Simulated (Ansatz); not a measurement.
Crystal: CuO.

```
CELL_PARAMETERS angstrom
1.99097 -2.15355 0.00000
1.99097 2.15355 0.00000
0.00000 0.00000 5.15593
ATOMIC_POSITIONS crystal
Cu 0.50000 0.00000 0.00000
Cu 0.00000 0.50000 0.50000
O 0.50000 0.50000 0.25000
O 0.50000 0.50000 0.75000
```

Measurements of this composition are mostly on another form, of space group No. 15.

Base run:

| Item | Value |
| --- | --- |
| Program | Ansatz 0.2.0 |
| Functional | PBEsol |
| Potentials or basis | all-electron LAPW, scalar-relativistic |
| Cutoff | 406 eV (chosen from the basis error) |
| Basis error allowed | 0.002 eV/atom |
| k mesh | 9 × 9 × 5 |
| Occupations | fermi-dirac, width 0.05 eV |
| Spin | no spin polarisation |

Its results: band gap on the k mesh none (metal or under the smearing width); pressure -6.0 GPa.

Q: The run is repeated on the same cell with these changes: hubbard terms from none to Cu d U = 6 eV. What comes out?

A: Band gap on the k mesh none (metal or under the smearing width); pressure -2.7 GPa.

Caveats: the run has no spin polarisation, though such a crystal can be magnetic; the density of states is complete only up to the lowest level of the last band computed; semilocal functionals often make such compounds metallic where correlation or magnetic order opens a gap, which also shifts bond lengths (some runs); U is the effective U less J, on atomic orbitals that reach past the spheres (some runs); U without spin polarisation on a metal has little footing (some runs).
